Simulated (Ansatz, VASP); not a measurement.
## CaB12: VASP beside Ansatz

```
CELL_PARAMETERS angstrom
-3.02652 3.02652 3.02652
3.02652 -3.02652 3.02652
3.02652 3.02652 -3.02652
ATOMIC_POSITIONS crystal
Ca 0.00000 0.00000 0.00000
B 0.30074 0.65037 0.65037
B 0.00000 0.65037 0.34963
B 0.00000 0.34963 0.65037
B 0.69926 0.34963 0.34963
B 0.65037 0.30074 0.65037
B 0.34963 0.00000 0.65037
B 0.65037 0.00000 0.34963
B 0.34963 0.69926 0.34963
B 0.65037 0.65037 0.30074
B 0.65037 0.34963 0.00000
B 0.34963 0.65037 0.00000
B 0.34963 0.34963 0.69926
```

Alike in both runs: functional PBE; k mesh 10 × 10 × 10; occupations gaussian, width 0.1 eV; no spin polarisation.

Ansatz relaxed the structure, and its values are those at the end. VASP's run is a single point on that final structure, the one shown.

```csv
,VASP,Ansatz
version,VASP 6.6.1,Ansatz 0.2.0
potentials or method,"VASP PAW PBE potentials, release 64 (Ca_sv, B)","scalar-relativistic, plane waves, PAW"
plane-wave cutoff (eV),520,420
valence electrons in the cell,46,46
```

VASP gave:

| Quantity | Value |
| --- | --- |
| gap on the k mesh at the Fermi level (eV) | none |
| pressure (GPa) | 0.0 |
| rms of the force components (eV/Å) | 0.007 |

**Question.** Which values does Ansatz return?

**Answer.** gap on the k mesh at the Fermi level (eV): none; pressure (GPa): 0.0; rms of the force components (eV/Å): 0.006.

A gap of «none» marks a metal or a gap that the smearing closes.
